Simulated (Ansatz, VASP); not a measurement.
## One calculation of GaSb, two programs

File INCAR:

```
SYSTEM = GaSb
  PREC = Accurate
  ENCUT = 600
  EDIFF = 1E-6
  ISMEAR = -1
  SIGMA = 0.05
  LREAL = .FALSE.
  LASPH = .TRUE.
  NELM = 100
  ALGO = Normal
  ISIF = 3
  LWAVE = .FALSE.
  LCHARG = .FALSE.
  GGA = RP
  IBRION = 2
  NSW = 80
  EDIFFG = -0.005
```

File KPOINTS:

```
Automatic mesh
0
G
  8 8 8
  0 0 0
```

The input POSCAR:

```
GaSb
1.0
    0.0000000000      3.0590000000      3.0590000000
    3.0590000000      0.0000000000      3.0590000000
    3.0590000000      3.0590000000      0.0000000000
Sb Ga
1 1
Direct
    0.7500000000      0.7500000000      0.7500000000
    0.0000000000      0.0000000000      0.0000000000
```

Contents of input.yaml:

```yaml
crystal:
  lattice:
    - [0.0, 3.059, 3.059]
    - [3.059, 0.0, 3.059]
    - [3.059, 3.059, 0.0]
  atoms:
    - { symbol: Sb, position: [0.75, 0.75, 0.75] }
    - { symbol: Ga, position: [0.0, 0.0, 0.0] }
kpoints:
  mp_grid: { grid: [8, 8, 8] }
scf:
  occupations: { method: fermi_dirac, width: 0.05 }
hamiltonian:
  xc: rpbe
  pseudopotentials: { kind: all_electron, lapw: { basis_error: 0.001 } }
output:
  forces: true
  stress: true
relax:
  f_tol: 0.005
  max_steps: 60
  cell: {}
```

Alike in both runs: task relaxation of cell and atoms; functional RPBE; k mesh 8 × 8 × 8; occupations fermi-dirac, width 0.05 eV; no spin polarisation.

```csv
,VASP,Ansatz
version,VASP 6.6.1,Ansatz 0.2.0
potentials or method,"VASP PAW PBE potentials, release 64 (Sb, Ga_d)","all-electron LAPW, scalar-relativistic"
plane-wave cutoff (eV),600,see its input
```

```tsv
	VASP	Ansatz	Ansatz less VASP
relaxed volume (Å³/atom)	31.03	31.03	+0.002
relaxed cell length with the largest relative difference (Å)	4.444	4.444	+0.0001
energy change over the relaxation (meV/atom)	-28	-27	+0.8
```

Ansatz ran all-electron here, so the differences hold the error of VASP's frozen core and of both bases.

Caveats: the PAW data sets were made with another functional, which shifts forces and pressure a little (VASP). Zero-point motion and thermal expansion aren't in these numbers. RPBE and its kin give volumes clearly too large for solids.
